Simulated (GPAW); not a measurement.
The system is Sc.

```
Sc
1.0
     3.30900    0.00000    0.00000
    -1.65450    2.86568    0.00000
     0.00000    0.00000    5.27330
Sc
2
Cartesian
  1.6545 0.9552 3.9550
  0.0000 1.9105 1.3183
```

| Property | Result |
| --- | --- |
| Program | GPAW 26.7.0 |
| Task | relaxation of cell and atoms |
| Functional | r4SCAN |
| Potentials or basis | GPAW PAW data sets (gpaw-data 1.2.1) |
| Cutoff | 600 eV |
| Basis | pw |
| k mesh | 7 × 7 × 4 |
| Occupations | fermi-dirac, width 0.05 eV |
| Spin | no spin polarisation |

At the start: pressure -0.4 GPa; volume 25.00 Å³/atom.

**Question.** How do energy, volume and symmetry change on relaxing?

**Answer.** Over 4 steps the energy falls by 5.3 meV/atom and the volume is 24.69 Å³/atom (-1.2 %); space group P6_3/mmc (No. 194, to 0.05 Å).

The path:
| step | energy change (eV) | largest force (eV/Å) | pressure (GPa) | volume (Å³) |
| --- | --- | --- | --- | --- |
| 1 | 0.0000 | 0.0000 | -0.38 | 50.00 |
| 2 | -0.0017 | 0.0000 | -0.33 | 49.94 |
| 3 | -0.0086 | 0.0000 | 0.49 | 49.05 |
| 4 | -0.0107 | 0.0000 | 0.15 | 49.39 |

Final structure:
```cif
data_structure
_symmetry_space_group_name_H-M 'P 1'
_symmetry_Int_Tables_number 1
_cell_length_a 3.3284
_cell_length_b 3.3284
_cell_length_c 5.1478
_cell_angle_alpha 90.000
_cell_angle_beta 90.000
_cell_angle_gamma 120.000
_cell_volume 49.39
loop_
_atom_site_label
_atom_site_type_symbol
_atom_site_fract_x
_atom_site_fract_y
_atom_site_fract_z
_atom_site_occupancy
Sc1 Sc 0.66667 0.33333 0.75000 1
Sc2 Sc 0.33333 0.66667 0.25000 1
```

Caveat: later steps reuse the first step's grids; the PAW data sets were made with another functional, which shifts forces and pressure a little.
